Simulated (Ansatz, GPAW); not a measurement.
## Cu: programs and potentials compared

```
Cu
1.0
     0.00000    1.80750    1.80750
     1.80750    0.00000    1.80750
     1.80750    1.80750    0.00000
Cu
1
Direct
  0.00000 0.00000 0.00000
```

Alike in all runs: task band structure; functional PBEsol; k mesh 13 × 13 × 13; occupations fermi-dirac, width 0.05 eV; no spin polarisation; no spin-orbit coupling. Pressure is positive in compression and, in plane waves, holds the error of the finite cutoff, which Ansatz's Pulay term estimates and takes out.

| program and potentials | plane-wave cutoff (eV) | notes | pressure (GPa) |
| --- | --- | --- | --- |
| Ansatz, Ansatz PAW | 420 | potentials made for PBE, which Ansatz adapts in part; 19 valence electrons an atom on average; Pulay term of +0.11 GPa included | -6.58 |
| Ansatz, all-electron LAPW, scalar-relativistic | - | - | -6.59 |
| GPAW, PAW data sets generated for this functional | 600 | 11 valence electrons an atom on average | -4.74 |

The pressure spans -6.59 (Ansatz, all-electron LAPW, scalar-relativistic) to -4.74 GPa (GPAW, PAW data sets generated for this functional), with all-electron results at -6.59.

Differences between rows come from potentials, basis sets and numerical settings, since the functional is the same but for its coding. Runs on potential files found faulty are left out.
